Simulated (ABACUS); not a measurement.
# SnO (P4/nmm) in ABACUS: convergence with radial spacing of the orbitals

Aim: find how far radial spacing of the orbitals must go before the results for SnO settle, at PBEsol. This setting moves, with any that are tied to it; all else stays.

All numbers are computed with ABACUS 3.10.1; they aren't measurements. Logs are shortened: lines on timing, memory, paths and dates and some standing lists are left out, and cuts for length are marked.

**1. Starting point**

It takes space group P4/nmm (No. 129, tetragonal). The conventional cell has a = 3.814 Å, b = 3.814 Å, c = 4.887 Å, α = 90.00°, β = 90.00°, γ = 90.00°. Around Sn (site symmetry 4mm) lie 4 O at 2.23 Å. O (site symmetry -4m2) has 4 Sn at 2.23 Å as nearest neighbours.

The cell is a database's computed one.

**2. With radial spacing of the orbitals 0.08 bohr**

Input file INPUT:

```
INPUT_PARAMETERS
suffix              SnO
calculation         scf
basis_type          lcao
pseudo_dir          ./
orbital_dir         ./
symmetry            1
dft_functional      pbesol
ecutwfc             103
pseudo_rcut         10
nspin               1
nbands              34
ks_solver           genelpa
smearing_method     mp
smearing_sigma      0.00734986
scf_thr             1e-07
scf_nmax            100
mixing_type         broyden
mixing_beta         0.7
cal_force           1
cal_stress          1
out_mul             1
lcao_dr             0.08
```

Input file STRU:

```
ATOMIC_SPECIES
Sn 118.7100 Sn.upf
O 15.9990 O.upf

NUMERICAL_ORBITAL
Sn_confined-atom_8au_3s3p2d.orb
O_confined-atom_6au_2s2p1d.orb

LATTICE_CONSTANT
1.8897261246

LATTICE_VECTORS
3.8136952200 0.0000000000 0.0000000000
0.0000000000 3.8136952200 0.0000000000
0.0000000000 0.0000000000 4.8869133000

ATOMIC_POSITIONS
Direct

Sn
0.0
2
0.5000000000 0.0000000000 0.7646261400 1 1 1
0.0000000000 0.5000000000 0.2353738600 1 1 1

O
0.0
2
0.0000000000 0.0000000000 0.0000000000 1 1 1
0.5000000000 0.5000000000 0.0000000000 1 1 1
```

Input file KPT:

```
K_POINTS
0
Gamma
6 6 6 0 0 0
```

Potentials or basis: PseudoDojo NC SR 0.4 PBEsol stringent, DZP LCAO (the cutoffs set its grid).

The run is started by

```sh
> OMP_NUM_THREADS=1 mpirun -np 4 abacus > log
```

It took 8.8 s on 4 MPI ranks of AMD EPYC 7B13 (Zen 3), shared host; peak memory 0.48 GiB.

What came out:

```yaml
Free_energy: -12948.8087 eV
Pressure: 3.1 GPa
Largest_force: 0.738 eV/Å
Band_gap_on_the_k_mesh: 0.17 eV, indirect (least direct gap 1.93 eV)
Mulliken_charges: Sn +0.71; O -0.71 e
```

**3. With radial spacing of the orbitals 0.04 bohr**

Edit INPUT of step 2 so:

```diff
@@ -22,2 +22,2 @@
 out_mul             1
-lcao_dr             0.08
+lcao_dr             0.04
```

STRU is that of step 2.

KPT is that of step 2.

Potentials or basis: PseudoDojo NC SR 0.4 PBEsol stringent, DZP LCAO (the cutoffs set its grid).

The run is started by

```sh
> OMP_NUM_THREADS=1 mpirun -np 4 abacus > log
```

It took 8.2 s on 4 MPI ranks of AMD EPYC 7B13 (Zen 3), shared host; peak memory 0.48 GiB.

Results:

| Item | Value |
| --- | --- |
| Free energy | -12948.8087 eV |
| Pressure | 3.1 GPa |
| Largest force | 0.738 eV/Å |
| Band gap on the k mesh | 0.17 eV, indirect (least direct gap 1.93 eV) |
| Mulliken charges | Sn +0.71; O -0.71 e |

**4. With radial spacing of the orbitals 0.02 bohr**

Edit INPUT of step 3 so:

```diff
@@ -22,2 +22,2 @@
 out_mul             1
-lcao_dr             0.04
+lcao_dr             0.02
```

STRU is that of step 3.

KPT is that of step 3.

The run is started by

```sh
> OMP_NUM_THREADS=1 mpirun -np 4 abacus > log
```

Run time: 8.5 s. Hardware: 4 MPI ranks of AMD EPYC 7B13 (Zen 3), shared host; peak memory 0.48 GiB.

Results (log left out):

```yaml
Free_energy: -12948.8087 eV
Pressure: 3.1 GPa
Largest_force: 0.738 eV/Å
Band_gap_on_the_k_mesh: 0.17 eV, indirect (least direct gap 1.93 eV)
Mulliken_charges: Sn +0.71; O -0.71 e
```

**5. With radial spacing of the orbitals 0.01 bohr**

Edit INPUT of step 4 so:

```diff
@@ -22,2 +22,2 @@
 out_mul             1
-lcao_dr             0.02
+lcao_dr             0.01
```

STRU is that of step 4.

KPT is that of step 4.

The run is started by

```sh
> OMP_NUM_THREADS=1 mpirun -np 4 abacus > log
```

Run time: 8.6 s. Hardware: 4 MPI ranks of AMD EPYC 7B13 (Zen 3), shared host; peak memory 0.48 GiB.

It converged, with:

```yaml
Free_energy: -12948.8087 eV
Pressure: 3.1 GPa
Largest_force: 0.738 eV/Å
Band_gap_on_the_k_mesh: 0.17 eV, indirect (least direct gap 1.93 eV)
Mulliken_charges: Sn +0.71; O -0.71 e
```

**6. With radial spacing of the orbitals 0.005 bohr**

Edit INPUT of step 5 so:

```diff
@@ -22,2 +22,2 @@
 out_mul             1
-lcao_dr             0.01
+lcao_dr             0.005
```

STRU is that of step 5.

KPT is that of step 5.

Potentials or basis: PseudoDojo NC SR 0.4 PBEsol stringent, DZP LCAO (the cutoffs set its grid).

The run is started by

```sh
> OMP_NUM_THREADS=1 mpirun -np 4 abacus > log
```

running log:

```text
ABACUS v3.10.1

               Atomic-orbital Based Ab-initio Computation at UStc

 ------------------------------------------------------------------------------------

 READING GENERAL INFORMATION
                           global_out_dir = OUT.SnO/
                           global_in_card = INPUT
                               pseudo_dir = ./
                              orbital_dir = ./
                                    DSIZE = 4
                                    GSIZE = 1

 READING UNITCELL INFORMATION
                                    ntype = 2
                  lattice constant (Bohr) = 1.88973
              lattice constant (Angstrom) = 1

 READING ATOM TYPE 1
                               atom label = Sn
                      L=0, number of zeta = 3
                      L=1, number of zeta = 3
                      L=2, number of zeta = 2
             number of atom for this type = 2

 READING ATOM TYPE 2
                               atom label = O
                      L=0, number of zeta = 2
                      L=1, number of zeta = 2
                      L=2, number of zeta = 1
             number of atom for this type = 2

                        TOTAL ATOM NUMBER = 4
DIRECT COORDINATES
    atom                   x                   y                   z     mag                  vx                  vy                  vz
taud_Sn1            0.5000000000        0.0000000000        0.7646261400  0.0000        0.0000000000        0.0000000000        0.0000000000
taud_Sn2            0.0000000000        0.5000000000        0.2353738600  0.0000        0.0000000000        0.0000000000        0.0000000000
taud_O1            0.0000000000        0.0000000000        0.0000000000  0.0000        0.0000000000        0.0000000000        0.0000000000
taud_O2            0.5000000000        0.5000000000        0.0000000000  0.0000        0.0000000000        0.0000000000        0.0000000000

                          Volume (Bohr^3) = 479.649
[... 359 lines left out ...]
     Energy           Rydberg                 eV
----------------------------------------------------------
 E_KohnSham     -951.7195454422      -12948.8087159836
 E_KS(sigma->0) -951.7195549749      -12948.8088456829
 E_Harris       -951.7195466709      -12948.8087327012
 E_band         -109.2352912900      -1486.2223842334
 E_one_elec     -634.1799694124      -8628.4611414749
 E_Hartree      321.4775503258       4373.9264635129
 E_xc           -123.8511227098      -1685.0809725509
 E_Ewald        -515.1660322439      -7009.1934545686
 E_entropy(-TS) 0.0000285982         0.0003890978
 E_descf        0.0000000000         0.0000000000
 E_exx          0.0000000000         0.0000000000
 E_Fermi        0.8363465331         11.3790783524
----------------------------------------------------------

 charge density convergence is achieved
 final etot is -12948.808716 eV
 EFERMI = 11.379078352 eV

 STATE ENERGY(eV) AND OCCUPATIONS    NSPIN == 1
 1/40 kpoint (Cartesian) = 0.0000 0.0000 0.0000 (2118 pws)
       1       -117.973     0.00925926
       2       -117.973     0.00925926
       3       -73.8398     0.00925926
       4       -73.8398     0.00925926
       5       -73.8393     0.00925926
       6       -73.8393     0.00925926
[... 206 lines left out ...]
      33        17.4066   -1.74302e-87
      34        17.8060   -1.85852e-87

[... levels at 34 further k points ...]

 correction force for each atom along direction 1 is -1.82406e-14
 correction force for each atom along direction 2 is -5.85359e-14
 correction force for each atom along direction 3 is -4.50057e-14
------------------------------------------------------------------------------------------
 TOTAL-FORCE (eV/Angstrom)
------------------------------------------------------------------------------------------
                       Sn1         0.0000000000         0.0000000000        -0.7382260237
                       Sn2         0.0000000000         0.0000000000         0.7382260237
                        O1         0.0000000000         0.0000000000         0.0000000000
                        O2         0.0000000000         0.0000000000         0.0000000000
------------------------------------------------------------------------------------------

----------------------------------------------------------------
 TOTAL-STRESS (KBAR)
----------------------------------------------------------------
        33.9387881619         0.0000000000         0.0000000000
         0.0000000000        33.9387881619         0.0000000000
         0.0000000000         0.0000000000        24.1306140640
----------------------------------------------------------------
 TOTAL-PRESSURE: 30.669397 KBAR

 --------------------------------------------
 !FINAL_ETOT_IS -12948.8087159835886268 eV
 --------------------------------------------
```

mulliken.txt:

```text
 0
CALCULATE THE MULLIkEN ANALYSIS FOR EACH ATOM
 Total charge:	56
Decomposed Mulliken populations
0                             Zeta of Sn              Spin 1
s                                      0              2.0001
s                                      1              1.7541
s                                      2             -0.0249
SUM OVER M+Zeta                                       3.7294

pz                                     0              2.0009
px                                     0              2.0009
py                                     0              2.0008
SUM OVER M                                            6.0026
pz                                     1              0.5994
px                                     1              0.4319
py                                     1              0.3074
SUM OVER M                                            1.3387
pz                                     2             -0.0062
px                                     2             -0.0302
py                                     2             -0.0176
SUM OVER M                                           -0.0539
SUM OVER M+Zeta                                       7.2874
[... 102 lines left out ...]
dz^2                                   0              0.0028
dxz                                    0              0.0093
dyz                                    0              0.0052
dx^2-y^2                               0              0.0066
dxy                                    0              0.0010
SUM OVER M                                            0.0249
SUM OVER M+Zeta                                       0.0249

SUM OVER M+Zeta+L                                     6.7105

Total Charge on atom:                  O              6.7105
```

It took 8.5 s on 4 MPI ranks of AMD EPYC 7B13 (Zen 3), shared host; peak memory 0.48 GiB.

What came out:

```
Free energy            : -12948.8087 eV
Pressure               : 3.1 GPa
Largest force          : 0.738 eV/Å
Band gap on the k mesh : 0.17 eV, indirect (least direct gap 1.93 eV)
Mulliken charges       : Sn +0.71; O -0.71 e
```

**7. Result**

```
radial spacing of the orbitals  energy less the tightest run, at zero smearing (meV/atom)  SCF cycles  CPU time (s)
                     0.08 bohr                                                       0.00          11            34
                     0.04 bohr                                                       0.00          11            33
                     0.02 bohr                                                       0.00          11            34
                     0.01 bohr                                                       0.00          11            34
                    0.005 bohr                                                       0.00          11            34
```

Against the tightest run, the energy stays within 1 meV/atom from 0.08 bohr on. The tightest run that finished is the yardstick and may itself not be fully converged.

Caveats: the atomic orbitals were generated for these runs and aren't a published set; spin-orbit coupling is left out, which moves the levels of the heavy elements; the basis of atomic orbitals isn't converged, which shifts pressures, moduli and gaps.
